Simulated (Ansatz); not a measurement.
## ZnS: work and stress of cleavage

The calculation used Ansatz 0.2.0, DFT r2SCAN, scalar-relativistic, plane waves, PAW. Cutoff 500 eV, Γ-centred 4×6×2 k-points, Gaussian smearing of 0.05 eV. No spin polarisation. Energies are free energies at this smearing, counted from the undisturbed cell; pressure is positive in compression.

Zero of the scan (relaxed at this level):

```yaml
crystal:
  lattice:
    - [5.38903, 0.00000, 0.00000]
    - [0.00000, 2.69451, -2.69451]
    - [0.00000, 8.08354, 8.08354]
  atoms:
    - { symbol: Zn, position: [0.00000, 0.00000, 0.24998] }
    - { symbol: Zn, position: [0.50000, 0.50000, 0.41665] }
    - { symbol: Zn, position: [0.00000, 0.00000, 0.58332] }
    - { symbol: Zn, position: [0.50000, 0.50000, 0.74998] }
    - { symbol: Zn, position: [0.00000, 0.00000, 0.91665] }
    - { symbol: Zn, position: [0.50000, 0.50000, 0.08332] }
    - { symbol: S, position: [0.75000, 0.00000, 0.41665] }
    - { symbol: S, position: [0.25000, 0.50000, 0.58332] }
    - { symbol: S, position: [0.75000, 0.00000, 0.74998] }
    - { symbol: S, position: [0.25000, 0.50000, 0.91665] }
    - { symbol: S, position: [0.75000, 0.00000, 0.08332] }
    - { symbol: S, position: [0.25000, 0.50000, 0.24998] }
```

The cut lies on the cell's a–b face, a (0 -1 1) plane (indices in the standard cell, whose axes needn't be the Cartesian ones shown) of area 20.54 Å², between layers 1.91 Å apart. Vector c is lengthened by d along the normal with the atoms' Cartesian places fixed: one unrelaxed cut a cell. The traction is positive where the two halves pull on each other.

```
d (Å) energy (J/m²) traction (GPa)
-0.30           0.42           -32.8
-0.15           0.09           -12.9
 0.00           0.00             0.0
 0.25           0.16            10.7
 0.50           0.47            13.5
 0.75           0.80            12.6
 1.00           1.09            10.2
 1.50           1.48             5.6
 2.00           1.68             2.8
 3.00           1.83             0.7
 4.50           1.87             0.1
 6.00           1.88             0.0
```

Problem. What are the work of separation and the cleavage stress, and do they fit the universal binding curve?

Solution. The energy levels off near W ≈ 1.88 J/m² (the traction is down to 0.0 GPa), the energy of the two unrelaxed faces, 0.94 J/m² each on average. The largest sampled traction is 13.5 GPa at d = 0.50 Å, and a parabola through it and its two neighbours peaks at σ_max ≈ 13.7 GPa, d ≈ 0.56 Å. The curve E = W[1 − (1 + d/ℓ)exp(−d/ℓ)] peaks in traction at d = ℓ with σ_max = W/(eℓ); with 1 J/m² per Å = 10 GPa this W and σ_max give ℓ = 0.50 Å. A parabola through that curve at the same three d peaks at 0.54 Å, against 0.56 Å here, a fair fit. Real crystals break at far lower stress, because cracks concentrate it, and on the plane of lowest W, which needn't be this one.

The cut is rigid; relaxing the faces lowers these energies and usually the stresses.

Cost: 12 runs of about 15 core-minutes in all, on Intel Xeon Platinum 8259CL (Skylake/Cascade Lake) (shared hosts).